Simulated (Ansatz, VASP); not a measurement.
# One calculation of Al2O3, two programs

```xyz
5
Lattice="3.0175 0.0000 0.0000 -1.5087 2.6132 0.0000 0.0000 0.0000 7.5746" Properties=species:S:1:pos:R:3 pbc="T T T"
Al    0.0000    0.0000    5.4693
Al    0.0000    0.0000    2.1054
O     0.0000    0.0000    3.7873
O     1.5087    0.8711    6.0638
O     0.0000    1.7421    1.5108
```

Measurements of this composition are mostly on another form, of space group No. 167.

Alike in both runs: task band structure; functional PBE; k mesh 7 × 7 × 3; occupations fermi-dirac, width 0.05 eV; no spin polarisation.

|  | VASP | Ansatz |
| --- | --- | --- |
| version | VASP 6.6.1 | Ansatz 0.2.0 |
| potentials or method | VASP PAW PBE potentials, release 64 (Al, O) | Ansatz PAW |
| plane-wave cutoff (eV) | 900 | 420 |
| valence electrons in the cell | 24 | 24 |

Ansatz gave:

```
gap on the k mesh at the Fermi level (eV)       : 2.30
least direct gap on the mesh (eV)               : 2.30
gap along the band path (eV)                    : 2.30
pressure (GPa)                                  : -0.5
largest component of the traceless stress (GPa) : 0.13
rms of the force components (eV/Å)              : 0.054
```

What did VASP give for the same quantities?

gap on the k mesh at the Fermi level (eV): 2.29; least direct gap on the mesh (eV): 2.29; gap along the band path (eV): 2.29; pressure (GPa): -0.5; largest component of the traceless stress (GPa): 0.32; rms of the force components (eV/Å): 0.045.

Atom by atom the forces differ by 0.017 eV/Å (rms over components).

Caveats: the pressure holds a Pulay correction of +0.6 GPa for the finite cutoff (Ansatz).
